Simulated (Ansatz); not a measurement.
Mg2Si

```yaml
crystal:
  lattice:
    - [0.00000, 3.19500, 3.19500]
    - [3.19500, 0.00000, 3.19500]
    - [3.19500, 3.19500, 0.00000]
  atoms:
    - { symbol: Mg, position: [0.25000, 0.25000, 0.25000] }
    - { symbol: Mg, position: [0.75000, 0.75000, 0.75000] }
    - { symbol: Si, position: [0.00000, 0.00000, 0.00000] }
```

Atoms are numbered in the order listed.

Conventional cell: a = 6.390 Å, b = 6.390 Å, c = 6.390 Å, α = 90.00°, β = 90.00°, γ = 90.00°. Mg (atom 1) has 4 Si at 2.77 Å as nearest neighbours. Around Si (atom 3) lie 8 Mg at 2.77 Å.

The cell comes from COD entry 9009039, which wasn't checked; take it as a given geometry. It differs from other determinations.

All numbers are computed: DFT, LDA, all-electron LAPW, scalar-relativistic (Ansatz 0.2.0); DFT, LDA, PAW with Ansatz's default frozen-core files, scalar-relativistic (Ansatz 0.2.0).

For LAPW: a Γ-centred 11×11×11 k mesh, Fermi–Dirac smearing of 0.05 eV, basis error target 1 meV/atom, no spin polarisation. PAW takes a cutoff of 420 eV at this cell (files made with PBE, cores remade for this functional). The Ansatz runs share mesh, smearing and spin set-up. Values come from LAPW unless marked.

```yaml
Smallest_direct_gap_on_the_path: 1.62 eV
Löwdin_charges_with_0.36_e_of_the_cell_spilling_out_of_the_atomic_basis_so_their_sizes_and_signs_hang_on_that_basis: Mg1 1.28, Si3 -2.20 e
Pressure_at_this_cell: -3.20 GPa
Volume_per_atom: 146.7 bohr³
```

Task: Band gap: what does the calculation give?

Result: 0.19 eV, indirect from Γ to X (0.5, 0, 0.5) (so small a gap may close at points that the mesh and path miss).

Task: Bader charges (from the PAW run): what does the calculation give?

Result: Mg1 +1.41, Si3 -2.83 e.
